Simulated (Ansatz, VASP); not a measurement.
## Sn24O47 (V_O) in two plane-wave programs

Wanted: the spread between two codes on one cell, functional and k mesh. The cell is taken from a series of runs on this material, whose earlier steps may have relaxed, scaled, displaced or heated it; both programs get it as it stands.

Program: Ansatz 0.2.0. Level of theory: plane waves, with VASP 6.6.1 beside it; single point at HSE06. Results are calculated unless marked as measured.

## (1) The starting structure

The cell holds 71 atoms: 24 Sn and 47 O. Its edges and angles: a = 9.536 Å, b = 9.536 Å, c = 9.636 Å, α = 90.0°, β = 90.0°, γ = 90.0°. It derives from SnO2 (SnO2 (P4_2/mnm)). Nearest the centre at fractional (0.403, 0.597, 0.500): Sn22 at 2.03 Å, Sn24 at 2.03 Å, Sn9 at 2.08 Å, O52 at 2.61 Å, O46 at 2.88 Å, O43 at 2.88 Å, O47 at 2.88 Å, O42 at 2.89 Å.

As a file:

```xyz
71
Lattice="9.5356 0.0000 0.0000 0.0000 9.5356 0.0000 0.0000 0.0000 9.6357" Properties=species:S:1:pos:R:3 pbc="T T T"
Sn    2.3762    2.3873    1.6038
Sn    9.5351    0.0009    9.6342
Sn    2.3665    2.3652    4.8170
Sn    9.5279    0.0068    3.2061
Sn    2.3783    2.3898    8.0312
Sn    9.5294    0.0076    6.4261
Sn    2.3845    7.1529    1.5974
Sn    9.5241    4.7770    9.6336
Sn    2.3734    7.1623    4.8153
Sn    9.5315    4.7597    3.2093
Sn    2.3829    7.1515    8.0339
Sn    9.5314    4.7590    6.4213
Sn    7.1411    2.3953    1.6044
Sn    4.7583    0.0120    9.6337
Sn    7.1552    2.3808    4.8162
Sn    4.7766    0.0049    3.2100
Sn    7.1408    2.3941    8.0276
Sn    4.7756    0.0044    6.4223
Sn    7.1455    7.1576    1.6006
Sn    4.7755    4.7602    9.6342
Sn    7.1707    7.1696    4.8148
Sn    4.7390    4.7945    3.2273
Sn    7.1490    7.1595    8.0280
Sn    4.7433    4.7953    6.4069
O     0.9158    3.8453    1.5974
O     3.8317    0.9210    1.6142
O     1.4586    1.4577    9.6331
O     3.3120    3.3012    0.0009
O     0.9109    3.8330    4.8159
O     3.8347    0.9145    4.8166
O     1.4508    1.4550    3.2072
O     3.2767    3.3214    3.2254
O     0.9169    3.8470    8.0345
O     3.8376    0.9277    8.0185
O     1.4537    1.4542    6.4277
O     3.2755    3.3285    6.4089
O     0.9259    8.6114    1.6122
O     3.8407    5.7028    1.5860
O     1.4454    6.2370    9.6342
O     3.2988    8.0904    9.6333
O     0.9271    8.6096    4.8159
O     1.4963    6.1915    3.2148
O     3.3507    8.0332    3.2182
O     0.9248    8.6103    8.0201
O     3.8325    5.6943    8.0448
O     1.5031    6.1845    6.4128
O     3.3447    8.0384    6.4161
O     5.6759    3.8595    1.6314
O     8.6064    0.9303    1.5987
O     6.2072    1.4834    9.6342
O     8.0523    3.3284    9.6329
O     5.6900    3.8473    4.8173
O     8.6123    0.9239    4.8164
O     6.2283    1.4619    3.2072
O     8.0715    3.3095    3.2085
O     5.6770    3.8593    8.0021
O     8.6058    0.9292    8.0340
O     6.2268    1.4636    6.4238
O     8.0751    3.3067    6.4254
O     5.6888    8.6195    1.5964
O     8.6076    5.6978    1.6128
O     6.2346    6.2236    9.6299
O     8.0782    8.0772    9.6336
O     5.7021    8.6252    4.8161
O     8.6216    5.7007    4.8151
O     6.2081    6.2604    3.2236
O     8.0813    8.0825    3.2045
O     5.6900    8.6194    8.0341
O     8.6158    5.7040    8.0170
O     6.2147    6.2594    6.4069
O     8.0815    8.0849    6.4249
```

## (2) VASP: single point, HSE06

A single point gives forces, pressure and levels at one fixed geometry, so differences don't come from the geometry; what else differs is listed under the comparison.

Lines of VASP's logs that name or quote its potential files are left out, and so is its time.

The run reads the wave functions of an earlier VASP run, which isn't shown here.

INCAR

```
SYSTEM = Sn24O47
PREC = Accurate
ENCUT = 520
EDIFF = 1E-06
NELM = 100
ISMEAR = 0
SIGMA = 0.01
LREAL = Auto
ALGO = Normal
LHFCALC = .TRUE.
AEXX = 0.25
GGA = PE
HFSCREEN = 0.208
LASPH = .TRUE.
NBANDS = 358
PRECFOCK = Fast
LORBIT = 11
LWAVE = .FALSE.
LCHARG = .FALSE.
ISIF = 2
ISYM = 0
```

POSCAR

```
Sn24O47
1.0
    9.5356236445      0.0000000000      0.0000000000
    0.0000000000      9.5356236445      0.0000000000
    0.0000000000      0.0000000000      9.6357079698
Sn O
24 47
Direct
    0.2491900000      0.2503600000      0.1664400000
    0.9999400000      0.0000900000      0.9998400000
    0.2481700000      0.2480400000      0.4999100000
    0.9991900000      0.0007100000      0.3327300000
    0.2494100000      0.2506200000      0.8334800000
    0.9993500000      0.0008000000      0.6669000000
    0.2500600000      0.7501200000      0.1657800000
    0.9987900000      0.5009600000      0.9997800000
    0.2489000000      0.7511100000      0.4997300000
    0.9995700000      0.4991500000      0.3330600000
    0.2498900000      0.7499800000      0.8337600000
    0.9995600000      0.4990800000      0.6664100000
    0.7488900000      0.2512000000      0.1665100000
    0.4990000000      0.0012600000      0.9997900000
    0.7503600000      0.2496700000      0.4998300000
    0.5009200000      0.0005100000      0.3331400000
    0.7488500000      0.2510700000      0.8331100000
    0.5008200000      0.0004600000      0.6665100000
    0.7493500000      0.7506200000      0.1661100000
    0.5008100000      0.4992000000      0.9998400000
    0.7519900000      0.7518800000      0.4996800000
    0.4969800000      0.5028000000      0.3349300000
    0.7497200000      0.7508200000      0.8331500000
    0.4974300000      0.5028800000      0.6649100000
    0.0960400000      0.4032600000      0.1657800000
    0.4018300000      0.0965800000      0.1675200000
    0.1529600000      0.1528700000      0.9997300000
    0.3473300000      0.3462000000      0.0000900000
    0.0955300000      0.4019700000      0.4998000000
    0.4021400000      0.0959000000      0.4998700000
    0.1521500000      0.1525900000      0.3328500000
    0.3436300000      0.3483100000      0.3347300000
    0.0961600000      0.4034300000      0.8338300000
    0.4024500000      0.0972900000      0.8321700000
    0.1524500000      0.1525000000      0.6670700000
    0.3435000000      0.3490600000      0.6651200000
    0.0971000000      0.9030800000      0.1673200000
    0.4027700000      0.5980500000      0.1646000000
    0.1515800000      0.6540700000      0.9998400000
    0.3459400000      0.8484400000      0.9997500000
    0.0972200000      0.9028900000      0.4998000000
    0.1569200000      0.6493000000      0.3336300000
    0.3513900000      0.8424400000      0.3339900000
    0.0969800000      0.9029600000      0.8323300000
    0.4019100000      0.5971600000      0.8348900000
    0.1576300000      0.6485700000      0.6655200000
    0.3507600000      0.8429900000      0.6658700000
    0.5952300000      0.4047500000      0.1693100000
    0.9025500000      0.0975600000      0.1659100000
    0.6509500000      0.1555600000      0.9998400000
    0.8444400000      0.3490500000      0.9997100000
    0.5967100000      0.4034700000      0.4999400000
    0.9031700000      0.0968900000      0.4998500000
    0.6531600000      0.1533100000      0.3328500000
    0.8464600000      0.3470700000      0.3329800000
    0.5953500000      0.4047200000      0.8304600000
    0.9024900000      0.0974400000      0.8337700000
    0.6530000000      0.1534900000      0.6666700000
    0.8468300000      0.3467700000      0.6668300000
    0.5965800000      0.9039300000      0.1656800000
    0.9026800000      0.5975300000      0.1673800000
    0.6538200000      0.6526700000      0.9994000000
    0.8471600000      0.8470600000      0.9997800000
    0.5979800000      0.9045200000      0.4998200000
    0.9041500000      0.5978300000      0.4997100000
    0.6510400000      0.6565300000      0.3345500000
    0.8474900000      0.8476100000      0.3325600000
    0.5967100000      0.9039200000      0.8337800000
    0.9035400000      0.5981800000      0.8320100000
    0.6517300000      0.6564200000      0.6649100000
    0.8475100000      0.8478600000      0.6667800000
```

KPOINTS

```
Automatic mesh
0
Gamma
1 1 1
0.25 0.25 0.25
```

Potentials, in the order of the species: Sn_d and O (PBE family, release 64).

Launch:

```bash
$ export OMP_NUM_THREADS=3
$ mpirun -np 1 vasp_std
```

Numbers of over 12 decimals in the logs are rounded to 6 here.

Output:

```text
[banner, memory and clock lines left out]
running    1 mpi-ranks, on    1 nodes
[...]
Offloading initialized ...    1 GPUs detected
[...]
LDA part: xc-table for (Slater+PW92), standard interpolation
|                                                                             |
|           W    W    AA    RRRRR   N    N  II  N    N   GGGG   !!!           |
|           W    W   A  A   R    R  NN   N  II  NN   N  G    G  !!!           |
|           W    W  A    A  R    R  N N  N  II  N N  N  G       !!!           |
|           W WW W  AAAAAA  RRRRR   N  N N  II  N  N N  G  GGG   !            |
|           WW  WW  A    A  R   R   N   NN  II  N   NN  G    G                |
|           W    W  A    A  R    R  N    N  II  N    N   GGGG   !!!           |
|                                                                             |
|     Your generating k-point grid is not commensurate with the symmetry      |
|     of the lattice. This can cause slow convergence with respect to         |
|     k-points for HF-type calculations.                                      |
[...]
|      ) and/or shift your grid to Gamma (G) (e.g. required for               |
|        hexagonal, fcc, and fcc-orthorhombic lattices).                      |
|      ) and/or set KBLOWUP = .FALSE.                                         |
|                                                                             |

 found WAVECAR, reading the header
 POSCAR, INCAR and KPOINTS ok, starting setup
[...]
reading WAVECAR
 the WAVECAR file was read successfully
 initial charge from wavefunction
 entering main loop
       N       E                     dE             d eps       ncg     rms          rms(c)
DAV:   1    -0.556804073693E+03   -0.55680E+03   -0.14167E+01  3440   0.103E+01    0.481E+00
DAV:   2    -0.557124952977E+03   -0.32088E+00   -0.15399E+00  3672   0.285E+00    0.405E+00
DAV:   3    -0.557075051279E+03    0.49902E-01   -0.11071E-01  4264   0.118E+00    0.265E+00
DAV:   4    -0.557065504031E+03    0.95472E-02   -0.36549E-02  4080   0.510E-01    0.163E+00
[...]
DAV:  12    -0.557060601471E+03   -0.16126E-05   -0.17211E-06  1952   0.548E-03    0.261E-02
DAV:  13    -0.557060602808E+03   -0.13365E-05   -0.12796E-06  1720   0.404E-03    0.157E-02
DAV:  14    -0.557060603708E+03   -0.90024E-06   -0.52381E-07  1676   0.300E-03
   1 F= -.55706060E+03 E0= -.55706060E+03  d E =-.390771E-79
```

OUTCAR, selected parts (step 2):

```text
 POSITION                                       TOTAL-FORCE (eV/Angst)
 -----------------------------------------------------------------------------------
      2.37618      2.38734      1.60377         0.049016      0.025687      0.027405
      9.53505      0.00086      9.63417         0.003096     -0.003602     -0.002312
      2.36646      2.36522      4.81699         0.050882      0.094863      0.025374
      9.52790      0.00677      3.20609         0.009371     -0.003226     -0.013621
      2.37828      2.38982      8.03117         0.047168      0.044081     -0.062852
      9.52943      0.00763      6.42605         0.008288     -0.004329      0.017156
      2.38448      7.15286      1.59741         0.050824     -0.042570      0.040884
      9.52409      4.77697      9.63359         0.012121      0.008313     -0.005152
      2.37342      7.16230      4.81525         0.166201     -0.168332     -0.000065
      9.53152      4.75971      3.20927         0.021742      0.016518      0.019133
      2.38286      7.15153      8.03387         0.044710     -0.055704     -0.046885
      9.53143      4.75904      6.42133         0.045999      0.021419     -0.013869
      7.14113      2.39535      1.60444        -0.025308      0.034875      0.029840
      4.75828      0.01201      9.63368        -0.000118     -0.017661      0.001632
[...]
-----------------------------------------------------------------------------------
    total drift:                                0.041537     -0.047493      0.007421

  FREE ENERGIE OF THE ION-ELECTRON SYSTEM (eV)
  ---------------------------------------------------
  free  energy   TOTEN  =      -557.0606037078 eV

  energy  without entropy=     -557.0606037078  energy(sigma->0) =     -557.06060371
```

The run ends at a pressure of -1.68 GPa, with forces up to 0.31 eV/Å.

(Part 1 of 2 ends here.)

[Lines on the potential files, build, host, timing and source positions are cut from VASP's logs without a mark.]

[Logs are printed without paths, hosts, clocks, repeated set-up lines and the standing remarks that a program may print on its own settings, such as how far it seeks lower states.]

[Hosts, paths, dates, database ids (printed as entryN), source tags and the programs' standing remarks are cut or masked in the printed files.]
